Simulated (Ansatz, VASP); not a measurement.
Zr in VASP and in Ansatz

File INCAR:

```
PREC = Accurate
ENCUT = 520
EDIFF = 1E-6
ISMEAR = -1
SIGMA = 0.05
LREAL = False
LASPH = True
NELM = 80
ALGO = Fast
ISIF = 2
LWAVE = False
LCHARG = False
GGA = PE
NBANDS = 19
```

Contents of KPOINTS:

```
regular mesh
0
Gamma
  9 9 5
```

POSCAR

```
Zr
1.0
    3.2320000000      0.0000000000      0.0000000000
   -1.6160000000      2.7989941050      0.0000000000
    0.0000000000      0.0000000000      5.1470000000
Zr
2
Direct
    0.6666666667      0.3333333333      0.7500000000
    0.3333333333      0.6666666667      0.2500000000
```

The input input.yaml:

```yaml
crystal:
  lattice:
    - [3.232, 0.0, 0.0]
    - [-1.616, 2.798994105, 0.0]
    - [0.0, 0.0, 5.147]
  atoms:
    - { symbol: Zr, position: [0.6666666667, 0.3333333333, 0.75] }
    - { symbol: Zr, position: [0.3333333333, 0.6666666667, 0.25] }
kpoints:
  mp_grid: { grid: [9, 9, 5] }
scf:
  occupations: { method: fermi_dirac, width: 0.05 }
hamiltonian:
  xc: pbe
  pseudopotentials: { kind: all_electron, lapw: { basis_error: 0.0005 } }
output:
  forces: true
  stress: true
  eigenvalues: true
```

Alike in both runs: task single point; functional PBE; k mesh 9 × 9 × 5; occupations fermi-dirac, width 0.05 eV; no spin polarisation.

|  | VASP | Ansatz |
| --- | --- | --- |
| version | VASP 6.6.1 | Ansatz 0.2.0 |
| potentials or method | VASP PAW PBE potentials, release 64 (Zr_sv) | all-electron LAPW, scalar-relativistic |
| plane-wave cutoff (eV) | 520 | see its input |

```csv
,VASP,Ansatz,Ansatz less VASP
gap on the k mesh at the Fermi level (eV),none,none,-
pressure (GPa),0.5,0.5,+0.01
largest component of the traceless stress (GPa),0.59,0.59,0.000
```

A gap of «none» marks a metal or a gap that the smearing closes. Ansatz ran all-electron here, so the differences hold the error of VASP's frozen core and of both bases.
